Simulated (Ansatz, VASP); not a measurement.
MgO in VASP and in Ansatz

```
Mg O
1.0
     3.21979    0.00000    0.00000
    -1.60989    2.78842    0.00000
     0.00000    0.00000    5.28367
Mg O
2 2
Direct
  0.33333 0.66667 0.99186
  0.66667 0.33333 0.49186
  0.33333 0.66667 0.40094
  0.66667 0.33333 0.90094
```

Alike in both runs: task single point; functional PBEsol; k mesh 9 × 9 × 6; occupations gaussian, width 0.05 eV; no spin polarisation.

|  | VASP | Ansatz |
| --- | --- | --- |
| version | VASP 6.6.1 | Ansatz 0.2.0 |
| potentials or method | VASP PAW PBE potentials, release 64 (Mg, O) | scalar-relativistic, plane waves, PAW |
| plane-wave cutoff (eV) | 520 | 520 |
| valence electrons in the cell | 16 | 32 |

```tsv
	VASP	Ansatz	Ansatz less VASP
gap on the k mesh at the Fermi level (eV)	3.39	3.40	+0.004
least direct gap on the mesh (eV)	3.39	3.40	+0.004
pressure (GPa)	2.6	2.8	+0.22
largest component of the traceless stress (GPa)	11.98	11.81	-0.173
rms of the force components (eV/Å)	0.469	0.461	-0.0077
```

Atom by atom the forces differ by 0.008 eV/Å (rms over components). The two sets of potentials don't hold the same shells in valence. Ansatz warned: «pseudo_functional_mismatch».

Caveats: the PAW data sets were made with another functional, which shifts forces and pressure a little (VASP); an odd mesh through Γ misses points on the zone boundary, where band edges often lie.
